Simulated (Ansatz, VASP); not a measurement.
# SnO: VASP beside Ansatz

INCAR

```
  PREC = Accurate
  ENCUT = 520
  EDIFF = 1E-7
  ISMEAR = -1
  SIGMA = 0.05
  LREAL = False
  LASPH = True
  NELM = 60
  ALGO = Normal
  ISIF = 2
  LWAVE = False
  LCHARG = False
  GGA = CA
  NBANDS = 28
```

The input KPOINTS:

```
regular mesh
0
Gamma
  7 7 6
```

The input POSCAR:

```
SnO
1.0
    3.7358428604      0.0000000000      0.0000000000
    0.0000000000      3.7358428604      0.0000000000
    0.0000000000      0.0000000000      4.7871523832
Sn O
2 2
Direct
    0.5000000000      0.0000000000      0.7646261400
    0.0000000000      0.5000000000      0.2353738600
    0.0000000000      0.0000000000      0.0000000000
    0.5000000000      0.5000000000      0.0000000000
```

input.yaml

```yaml
crystal:
  lattice:
    - [3.7358428604, 0.0, 0.0]
    - [0.0, 3.7358428604, 0.0]
    - [0.0, 0.0, 4.7871523832]
  atoms:
    - { symbol: Sn, position: [0.5, 0.0, 0.76462614] }
    - { symbol: Sn, position: [0.0, 0.5, 0.23537386] }
    - { symbol: O, position: [0.0, 0.0, 0.0] }
    - { symbol: O, position: [0.5, 0.5, 0.0] }
kpoints:
  mp_grid: { grid: [7, 7, 6] }
scf:
  occupations: { method: fermi_dirac, width: 0.05 }
hamiltonian:
  xc: lda
  pseudopotentials: { kind: all_electron, lapw: { basis_error: 0.002 } }
output:
  forces: true
  stress: true
  eigenvalues: true
```

Change from the starting cell: volume scaled by 0.94.

Alike in both runs: task single point; functional LDA; k mesh 7 × 7 × 6; occupations fermi-dirac, width 0.05 eV; no spin polarisation.

```csv
,VASP,Ansatz
version,VASP 6.6.1,Ansatz 0.2.0
potentials or method,"VASP PAW LDA potentials, release 64 (Sn_d, O)","all-electron LAPW, scalar-relativistic"
plane-wave cutoff (eV),520,see its input
```

Ansatz gave:

- gap on the k mesh at the Fermi level (eV): 0.25
- least direct gap on the mesh (eV): 2.00
- pressure (GPa): 3.0
- largest component of the traceless stress (GPa): 0.76
- rms of the force components (eV/Å): 0.272

Q: What did VASP give for the same quantities?

A: gap on the k mesh at the Fermi level (eV): 0.23; least direct gap on the mesh (eV): 1.95; pressure (GPa): 3.4; largest component of the traceless stress (GPa): 0.76; rms of the force components (eV/Å): 0.324.

Atom by atom the forces differ by 0.051 eV/Å (rms over components). Ansatz ran all-electron here, so the differences hold the error of VASP's frozen core and of both bases.

Caveats: spin-orbit coupling is left out, which moves the levels of the heavy elements; an odd mesh through Γ misses points on the zone boundary, where band edges often lie.
